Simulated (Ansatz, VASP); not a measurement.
# One calculation of Sn, two programs

```
Sn
1.0
    -2.91615    2.91615    1.59115
     2.91615   -2.91615    1.59115
     2.91615    2.91615   -1.59115
Sn
2
Cartesian
  0.0000 0.0000 0.0000
  0.0000 2.9162 0.7956
```

Alike in both runs: task single point; functional LDA; k mesh 6 × 6 × 6; occupations gaussian, width 0.1 eV; no spin polarisation.

|  | VASP | Ansatz |
| --- | --- | --- |
| version | VASP 6.6.1 | Ansatz 0.2.0 |
| potentials or method | VASP PAW LDA potentials, release 64 (Sn_d) | scalar-relativistic, plane waves, PAW |
| plane-wave cutoff (eV) | 520 | 420 |
| valence electrons in the cell | 28 | 28 |

Ansatz gave:

| Property | Result |
| --- | --- |
| gap on the k mesh at the Fermi level (eV) | none |
| pressure (GPa) | -1.9 |
| largest component of the traceless stress (GPa) | 1.16 |

Problem. Which values does VASP return?

Solution. gap on the k mesh at the Fermi level (eV): none; pressure (GPa): -1.9; largest component of the traceless stress (GPa): 1.18.

A gap of «none» marks a metal or a gap that the smearing closes. Ansatz warned: «pseudo_functional_mismatch».

Caveats: the k mesh is coarse (spacing up to 0.37 Å⁻¹), so the values aren't converged.
